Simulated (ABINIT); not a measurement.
# Zn (Fm-3m) in ABINIT: convergence with pawecutdg

Aim: find how far pawecutdg must go before the results for Zn settle, at PBE. This setting moves, with any that are tied to it; all else stays.

Everything below comes from runs of ABINIT 10.8.3 (patched build). Logs are shortened: lines on timing, memory, paths and dates and some standing lists are left out, and cuts for length are marked. The log counts tension as positive stress, the text compression.

### 1 Starting point

Symmetry: Fm-3m, No. 225, cubic system. The conventional cell has a = 3.930 Å, b = 3.930 Å, c = 3.930 Å, α = 90.00°, β = 90.00°, γ = 90.00°. Around Zn (site symmetry m-3m) lie 12 Zn at 2.78 Å.

This isn't the form of Zn at room conditions, which is hcp.

### 2 With pawecutdg 22.7

Input file run.abi:

```
pp_dirpath "./"
pseudos "Zn.GGA_PBE-JTH.xml"

acell 2.7786128662 2.7786128662 2.7786128662 Angstrom
rprim
     0.0000000000     0.7071067812     0.7071067812
     0.7071067812     0.0000000000     0.7071067812
     0.7071067812     0.7071067812     0.0000000000
ntypat 1
znucl 30
natom 1
typat 1
xred
     0.0000000000     0.0000000000     0.0000000000

ecut 22.0
pawecutdg 22.7
pawxcdev 0

kptopt 1
ngkpt 12 12 12
nshiftk 1
shiftk 0.0 0.0 0.0

ixc 11

nband 10
occopt 4
tsmear 0.00183747

nstep 100
tolvrs 1.0e-9

iomode 3
prtwf 0
prtden 0
prteig 0
prtebands 0
enunit 1
```

Potentials or basis: JTH PAW PBE v2.0.

Run with:

```sh
abinit run.abi > log 2>&1
```

run.abo:

```text
.Version 10.8.3 of ABINIT
 Symmetries : space group Fm -3 m (#225); Bravais cF (face-center cubic)
================================================================================
 Values of the parameters that define the memory need of the present run
     intxc =       0    ionmov =       0      iscf =      17    lmnmax =      18
     lnmax =       6     mgfft =      24  mpssoang =       3    mqgrid =    3001
     natom =       1  nloc_mem =       2    nspden =       1   nspinor =       1
    nsppol =       1      nsym =      48    n1xccc =       1    ntypat =       1
    occopt =       4   xclevel =       2
       mpw =         532          nfft =       13824          nkpt =          72
 PAW method is used; the additional fine FFT grid is defined by:
   mgfftf=        24    nfftf =     13824
================================================================================
================================================================================

--------------------------------------------------------------------------------
------------- Echo of variables that govern the present computation ------------
--------------------------------------------------------------------------------
 -outvars: echo values of preprocessed input variables --------
            acell      5.2508173270E+00  5.2508173270E+00  5.2508173270E+00 Bohr
              amu      6.53900000E+01
             ecut      2.20000000E+01 Hartree
           enunit           1
                       outvar_i_n : Printing only first  50 k-points.
              ixc          11
                       outvar_i_n : Printing only first  50 k-points.
         kptrlatt       12    0    0      0   12    0      0    0   12
          kptrlen      6.30098079E+01
            natom           1
            nband          10
            ngfft          24      24      24
          ngfftdg          24      24      24
             nkpt          72
            nstep         100
             nsym          48
           ntypat           1
                       prtocc : prtvol=0, do not print more k-points.
           occopt           4
        pawecutdg      2.27000000E+01 Hartree
         pawxcdev           0
           prtden           0
[... 165 lines left out ...]

--- !EnergyTerms
iteration_state     : {dtset: 1, }
comment             : Components of total free energy in Hartree
kinetic             :  6.52290597783857E+00
hartree             :  1.38510603317968E+01
xc                  : -1.76608604650308E+00
Ewald energy        : -4.44546161145270E+01
psp_core            :  9.66593785453539E-01
local_psp           : -5.56036246212264E+01
PAW spherical_terms :  1.61735620920318E+01
internal            : -6.43102045951358E+01
'-kT*entropy'       : -1.21920350144924E-05
total_energy        : -6.43102167871708E+01
total_energy_eV     : -1.74997014855848E+03
...

--- !EnergyTermsDC
iteration_state     : {dtset: 1, }
comment             : '"Double-counting" decomposition of free energy'
band_energy         :  1.58014909553277E+00
Ewald energy        : -4.44546161145270E+01
psp_core            :  9.66593785453539E-01
xc_dc               : -1.34657813961689E+01
PAW spherical_terms : -8.93654323148062E+00
internal            : -6.43101978611903E+01
'-kT*entropy'       : -1.21920350144924E-05
total_energy_dc     : -6.43102100532253E+01
total_energy_dc_eV  : -1.74996996531848E+03
...

--- !EnergyTermsWithPAWCore
iteration_state     : {dtset: 1, }
comment             : 'Components of total free energy, including PAW core contributions'
Total energy        : -1.79605806129260E+03
Total energy DC     : -1.79605805455865E+03
Total energy (eV)   : -4.88732296260406E+04
Total energy DC (eV): -4.88732294428006E+04
...

 Cartesian components of stress tensor (hartree/bohr^3)
  sigma(1 1)=  2.36702600E-05  sigma(3 2)=  0.00000000E+00
  sigma(2 2)=  2.36702600E-05  sigma(3 1)=  0.00000000E+00
  sigma(3 3)=  2.36702600E-05  sigma(2 1)=  0.00000000E+00

-Cartesian components of stress tensor (GPa)         [Pressure= -6.9640E-01 GPa]
- sigma(1 1)=  6.96403094E-01  sigma(3 2)=  0.00000000E+00
- sigma(2 2)=  6.96403094E-01  sigma(3 1)=  0.00000000E+00
- sigma(3 3)=  6.96403094E-01  sigma(2 1)=  0.00000000E+00

== END DATASET(S) ==============================================================
================================================================================

 -outvars: echo values of variables after computation  --------
            acell      5.2508173270E+00  5.2508173270E+00  5.2508173270E+00 Bohr
           etotal     -6.4310210053E+01
            fcart     -0.0000000000E+00 -0.0000000000E+00 -0.0000000000E+00
            rprim      0.0000000000E+00  7.0710678120E-01  7.0710678120E-01
                       7.0710678120E-01  0.0000000000E+00  7.0710678120E-01
                       7.0710678120E-01  7.0710678120E-01  0.0000000000E+00
           strten      2.3670260037E-05  2.3670260037E-05  2.3670260037E-05
                       0.0000000000E+00  0.0000000000E+00  0.0000000000E+00
 Calculation completed.
```

It took 39 s on 1 thread of Arm Neoverse N1, shared host; peak memory 0.08 GiB.

What came out:

```yaml
Free_energy: -1749.9700 eV
Pressure: -0.7 GPa
Band_gap_on_the_k_mesh: none (metal or under the smearing width)
Valence_electrons_inside_the_program's_atomic_spheres: Zn 10.74 (radii [1.2212] Å)
```

### 3 With pawecutdg 26.4

run.abi, as its differences from that of step 2:

```diff
@@ -16,3 +16,3 @@
 ecut 22.0
-pawecutdg 22.7
+pawecutdg 26.4
 pawxcdev 0
```

Potentials or basis: JTH PAW PBE v2.0.

Run with:

```sh
abinit run.abi > log 2>&1
```

It took 32 s on 1 thread of Arm Neoverse N1, shared host; peak memory 0.09 GiB.

It converged, with:

- Free energy: -1749.9714 eV
- Pressure: -0.6 GPa
- Band gap on the k mesh: none (metal or under the smearing width)
- Valence electrons inside the program's atomic spheres: Zn 10.74 (radii [1.2212] Å)

### 4 With pawecutdg 33

run.abi, as its differences from that of step 3:

```diff
@@ -16,3 +16,3 @@
 ecut 22.0
-pawecutdg 26.4
+pawecutdg 33.0
 pawxcdev 0
```

Run with:

```sh
abinit run.abi > log 2>&1
```

It took 30 s on 1 thread of Arm Neoverse N1, shared host; peak memory 0.09 GiB.

Results (log left out):

* Free energy: -1749.9717 eV
* Pressure: -0.5 GPa
* Band gap on the k mesh: none (metal or under the smearing width)
* Valence electrons inside the program's atomic spheres: Zn 10.73 (radii [1.2212] Å)

### 5 With pawecutdg 39.6

run.abi, as its differences from that of step 4:

```diff
@@ -16,3 +16,3 @@
 ecut 22.0
-pawecutdg 33.0
+pawecutdg 39.6
 pawxcdev 0
```

Run with:

```sh
abinit run.abi > log 2>&1
```

Run time: 31 s. Hardware: 1 thread of Arm Neoverse N1, shared host; peak memory 0.09 GiB.

The run converged. Its results:

```yaml
Free_energy: -1749.9720 eV
Pressure: -0.5 GPa
Band_gap_on_the_k_mesh: none (metal or under the smearing width)
Valence_electrons_inside_the_program's_atomic_spheres: Zn 10.73 (radii [1.2212] Å)
```

### 6 With pawecutdg 48.4

run.abi, as its differences from that of step 5:

```diff
@@ -16,3 +16,3 @@
 ecut 22.0
-pawecutdg 39.6
+pawecutdg 48.4
 pawxcdev 0
```

Potentials or basis: JTH PAW PBE v2.0.

Run with:

```sh
abinit run.abi > log 2>&1
```

It took 39 s on 1 thread of Arm Neoverse N1, shared host; peak memory 0.09 GiB.

It converged, with:

```yaml
Free_energy: -1749.9718 eV
Pressure: -0.6 GPa
Band_gap_on_the_k_mesh: none (metal or under the smearing width)
Valence_electrons_inside_the_program's_atomic_spheres: Zn 10.73 (radii [1.2212] Å)
```

### 7 With pawecutdg 59.4

run.abi, as its differences from that of step 6:

```diff
@@ -16,3 +16,3 @@
 ecut 22.0
-pawecutdg 48.4
+pawecutdg 59.4
 pawxcdev 0
```

Run with:

```sh
abinit run.abi > log 2>&1
```

Run time: 37 s. Hardware: 1 thread of Arm Neoverse N1, shared host; peak memory 0.1 GiB.

The run converged. Its results:

| Quantity | Value |
| --- | --- |
| Free energy | -1749.9719 eV |
| Pressure | -0.5 GPa |
| Band gap on the k mesh | none (metal or under the smearing width) |
| Valence electrons inside the program's atomic spheres | Zn 10.74 (radii [1.2212] Å) |

### 8 With pawecutdg 72.6

run.abi, as its differences from that of step 7:

```diff
@@ -16,3 +16,3 @@
 ecut 22.0
-pawecutdg 59.4
+pawecutdg 72.6
 pawxcdev 0
```

Run with:

```sh
abinit run.abi > log 2>&1
```

Run time: 33 s. Hardware: 1 thread of Arm Neoverse N1, shared host; peak memory 0.11 GiB.

It converged, with:

```
Free energy                                           : -1749.9718 eV
Pressure                                              : -0.6 GPa
Band gap on the k mesh                                : none (metal or under the smearing width)
Valence electrons inside the program's atomic spheres : Zn 10.74 (radii [1.2212] Å)
```

### 9 The series at a glance

| pawecutdg | energy less the tightest run (meV/atom) | pressure (GPa) | SCF cycles | CPU time (s) | peak memory (GiB) |
| --- | --- | --- | --- | --- | --- |
| 22.7 | 1.80 | -0.70 | 27 | 39 | 0.08 |
| 26.4 | 0.37 | -0.61 | 22 | 32 | 0.09 |
| 33 | 0.04 | -0.48 | 20 | 30 | 0.09 |
| 39.6 | -0.24 | -0.49 | 21 | 31 | 0.09 |
| 48.4 | -0.07 | -0.60 | 27 | 39 | 0.09 |
| 59.4 | -0.11 | -0.53 | 26 | 37 | 0.1 |
| 72.6 | 0.00 | -0.56 | 22 | 33 | 0.11 |

Against the tightest run, the energy stays within 1 meV/atom from 26.4 on; the pressure stays within 0.1 GPa from 26.4 on. The tightest run that finished is the yardstick and may itself not be fully converged.
